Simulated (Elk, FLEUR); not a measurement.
An Elk input for a self-consistent single point of BaSnO3 (Pm-3m, 5 atoms in the cell) (DFT, PBE, all-electron FP-LAPW, Elk's shipped species files, APW+lo basis with extra local orbitals):

```
tasks
  0

xctype
  20

tforce
  .true.

rgkmax
  8.0

gmaxvr
  18.0

lmaxapw
  10

lmaxo
  8

nxlo
  2

lorbcnd
  .true.

lradstp
  2

nrmtscf
  2.0

rmtscf
  0.83

lmaxi
  4

swidth
  0.00183747

maxscl
  100

avec
    7.6711202152    0.0000000000    0.0000000000
    0.0000000000    7.6711202152    0.0000000000
    0.0000000000    0.0000000000    7.6711202152

atoms
  3
  'Ba.in'
  1
  0.5000000000  0.5000000000  0.5000000000    0.0 0.0 0.0
  'Sn.in'
  1
  0.0000000000  0.0000000000  0.0000000000    0.0 0.0 0.0
  'O.in'
  3
  0.0000000000  0.5000000000  0.0000000000    0.0 0.0 0.0
  0.5000000000  0.0000000000  0.0000000000    0.0 0.0 0.0
  0.0000000000  0.0000000000  0.5000000000    0.0 0.0 0.0

ngridk
  4 4 4
```

Task: Translate this input to FLEUR.

Result: This is the input that was run; spellings and numerical settings could be chosen otherwise.

Input of the input generator:

```
BaSnO3 FLAPW
&input film=f /
7.6711202152 0.0000000000 0.0000000000
0.0000000000 7.6711202152 0.0000000000
0.0000000000 0.0000000000 7.6711202152
1.0
1.0 1.0 1.0

5
56 0.5000000000 0.5000000000 0.5000000000
50 0.0000000000 0.0000000000 0.0000000000
8 0.0000000000 0.5000000000 0.0000000000
8 0.5000000000 0.0000000000 0.0000000000
8 0.0000000000 0.0000000000 0.5000000000

&comp jspins=1 /
&kpt div1=4 div2=4 div3=4 gamma=t /
&end /
```

```xml
<?xml version="1.0" encoding="UTF-8" standalone="no"?>
<fleurInput fleurInputVersion="0.39">
   <comment>
      BaSnO3 FLAPW                                                                                        
   </comment>
   <calculationSetup>
      <cutoffs Kmax="4.5" Gmax="18.0" GmaxXC="18.0" numbands="0"/>
      <scfLoop itmax="60" minDistance="0.00001" maxIterBroyd="99" imix="Anderson" alpha="0.05" precondParam="0.0" spinf="2.0"/>
      <coreElectrons ctail="T" frcor="F" kcrel="0" coretail_lmax="0"/>
      <xcFunctional name="pbe" relativisticCorrections="F"/>
      <magnetism jspins="1"/>
      <soc l_soc="F" theta="0.0" phi="0.0" spav="F"/>
      <expertModes spex="0" secvar="F"/>
      <geometryOptimization l_f="T" forcealpha="1.0" forcemix="BFGS" epsdisp="0.00001" epsforce="0.00001"/>
      <ldaU l_linMix="F" mixParam="0.05" spinf="1.0"/>
   </calculationSetup>
   <cell>
      <bzIntegration valenceElectrons="42.0" mode="hist" fermiSmearingEnergy="0.00183747">
         <kPointListSelection listName="default-1"/>
         <!-- k-points included here -->
         <xi:include xmlns:xi="http://www.w3.org/2001/XInclude" href="kpts.xml"> </xi:include>
      </bzIntegration>
      <!-- symmetry operations included here -->
      <xi:include xmlns:xi="http://www.w3.org/2001/XInclude" href="sym.xml"> </xi:include>
      <bulkLattice scale="1.0">
         <bravaisMatrix>
            <row-1>    7.6711202152000002     0.0000000000000000     0.0000000000000000</row-1>
            <row-2>    0.0000000000000000     7.6711202152000002     0.0000000000000000</row-2>
            <row-3>    0.0000000000000000     0.0000000000000000     7.6711202152000002</row-3>
         </bravaisMatrix>
      </bulkLattice>
   </cell>
   <atomSpecies>
      <species name="Barium (Ba)" element="Ba" atomicNumber="56">
         <mtSphere radius="2.68" gridPoints="925" logIncrement="0.014"/>
         <atomicCutoffs lmax="10" lnonsphr="8"/>
         <electronConfig flipSpins="F">
            <coreConfig>(1s1/2) (2s1/2) (2p1/2) (2p3/2) (3s1/2) (3p1/2) (3p3/2) (4s1/2) (3d3/2) (3d5/2) (4p1/2) (4p3/2) (4d3/2) (4d5/2)</coreConfig>
            <valenceConfig>(5s1/2) (5p1/2) (5p3/2) (6s1/2)</valenceConfig>
         </electronConfig>
         <energyParameters s="6" p="6" d="5" f="4"/>
         <lo type="SCLO" l="0" n="5" eDeriv="0"/>
         <lo type="SCLO" l="1" n="5" eDeriv="0"/>
      </species>
      <species name="Tin (Sn)" element="Sn" atomicNumber="50">
         <mtSphere radius="2.34" gridPoints="807" logIncrement="0.016"/>
         <atomicCutoffs lmax="10" lnonsphr="8"/>
         <electronConfig flipSpins="F">
            <coreConfig>(1s1/2) (2s1/2) (2p1/2) (2p3/2) (3s1/2) (3p1/2) (3p3/2) (4s1/2) (3d3/2) (3d5/2) (4p1/2) (4p3/2)</coreConfig>
            <valenceConfig>(5s1/2) (4d3/2) (4d5/2) (5p1/2) (5p3/2)</valenceConfig>
            <stateOccupation state="(5p1/2)" spinUp="0.3333333333333" spinDown="0.3333333333333"/>
            <stateOccupation state="(5p3/2)" spinUp="0.6666666666667" spinDown="0.6666666666667"/>
         </electronConfig>
         <energyParameters s="5" p="5" d="5" f="4"/>
         <lo type="SCLO" l="2" n="4" eDeriv="0"/>
      </species>
      <species name="Oxygen (O)" element="O" atomicNumber="8">
         <mtSphere radius="1.32" gridPoints="457" logIncrement="0.023"/>
         <atomicCutoffs lmax="6" lnonsphr="4"/>
         <electronConfig flipSpins="F">
            <coreConfig>(1s1/2)</coreConfig>
            <valenceConfig>(2s1/2) (2p1/2) (2p3/2)</valenceConfig>
            <stateOccupation state="(2p1/2)" spinUp="0.6666666666667" spinDown="0.6666666666667"/>
            <stateOccupation state="(2p3/2)" spinUp="1.3333333333333" spinDown="1.3333333333333"/>
         </electronConfig>
         <energyParameters s="2" p="2" d="3" f="4"/>
      </species>
   </atomSpecies>
   <atomGroups>
      <atomGroup species="Barium (Ba)">
         <relPos label="                   1">1.000/2.000 1.000/2.000 1.000/2.000</relPos>
         <force calculate="T" relaxXYZ="TTT"/>
      </atomGroup>
      <atomGroup species="Tin (Sn)">
         <relPos label="                   2">.0000000000 .0000000000 .0000000000</relPos>
         <force calculate="T" relaxXYZ="TTT"/>
      </atomGroup>
      <atomGroup species="Oxygen (O)">
         <relPos label="                   3">.0000000000 1.000/2.000 .0000000000</relPos>
         <relPos label="                   4">1.000/2.000 .0000000000 .0000000000</relPos>
         <relPos label="                   5">.0000000000 .0000000000 1.000/2.000</relPos>
         <force calculate="T" relaxXYZ="TTT"/>
      </atomGroup>
   </atomGroups>
   <output dos="F" band="F" slice="F">
      <checks vchk="F" cdinf="F"/>
      <bandDOS minEnergy="-.5*Htr" maxEnergy="0.5*Htr" sigma="0.015" storeEVData="T"/>
      <vacuumDOS vacdos="F" integ="F" star="F" nstars="0" locx1="0.0" locy1="0.0" locx2="0.0" locy2="0.0" nstm="0" tworkf="0.0"/>
      <unfoldingBand unfoldBand="F" supercellX="1" supercellY="1" supercellZ="1"/>
      <plotting iplot="0" polar="F">
         <plot TwoD="T" vec1="  1.0  0.0  0.0" vec2="  0.0  1.0  0.0" vec3="  0.0  0.0  1.0" zero="  0.0  0.0  0.0" file="plot"/>
      </plotting>
      <chargeDensitySlicing numkpt="0" minEigenval="0.0" maxEigenval="0.0" nnne="0" pallst="F"/>
      <specialOutput eonly="F"/>
      <magneticCircularDichroism mcd="F" energyLo="-10.0" energyUp="0.0"/>
   </output>
  <!-- We include the file relax.xml here to enable relaxations (see documentation) -->
  <xi:include xmlns:xi="http://www.w3.org/2001/XInclude" href="relax.xml"> <xi:fallback/> </xi:include>
</fleurInput>
```

Basis settings and potentials, where a program has them, do not carry over. This input uses DFT, PBE, all-electron FLAPW (FLEUR), scalar-relativistic valence.

The starting cell comes from a database of computed structures (which also holds hypothetical and non-ambient phases and stackings), without a prior relaxation at this level. Its lattice was rescaled by a random factor within 2.5 % of one. For this run, on top of that: lattice scaled by 0.98.
